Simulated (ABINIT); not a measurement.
The system is Ge.

```
CELL_PARAMETERS angstrom
1.48805 -2.59469 0.00000
1.48805 2.59469 0.00000
0.00000 0.00000 4.72760
ATOMIC_POSITIONS crystal
Ge 0.33345 0.66655 0.25000
Ge 0.66655 0.33345 0.75000
```

This isn't the form of Ge at room conditions, which is diamond.

```yaml
Program: ABINIT 10.8.3 (patched build)
Task: relaxation of cell and atoms
Functional: PBE
Dispersion: D3
Potentials_or_basis: JTH PAW PBE v2.0
Cutoff: 599 eV
k_mesh: 6 × 6 × 4
Occupations: fermi-dirac, width 0.05 eV
Spin: no spin polarisation
```

At the start: pressure 1.7 GPa; volume 18.25 Å³/atom.

Question: How do energy, volume and symmetry change on relaxing?

Answer: Over 5 steps the energy falls by 9.1 meV/atom and the volume is 18.71 Å³/atom (+2.5 %); space group P6_3/mmc (No. 194, to 0.05 Å).

The path:
```csv
step,energy change (eV),largest force (eV/Å),pressure (GPa),volume (Å³)
1,0.0000,0.0012,1.73,36.51
2,-0.0056,0.0013,1.35,36.66
3,-0.0179,0.0003,-0.01,37.36
4,-0.0180,0.0004,-0.09,37.41
5,-0.0181,0.0004,-0.09,37.41
```

Final structure:
```yaml
crystal:
  lattice:
    - [1.48669, -2.58526, 0.00000]
    - [1.48669, 2.58526, 0.00000]
    - [0.00000, 0.00000, 4.86731]
  atoms:
    - { symbol: Ge, position: [0.33342, 0.66658, 0.25000] }
    - { symbol: Ge, position: [0.66658, 0.33342, 0.75000] }
```

Caveat: the k mesh is coarse (spacing up to 0.41 Å⁻¹), so the values aren't converged; the log and the count of SCF iterations are those of the last ABINIT call alone; pairwise dispersion overbinds metals, which lowers pressure and volume.
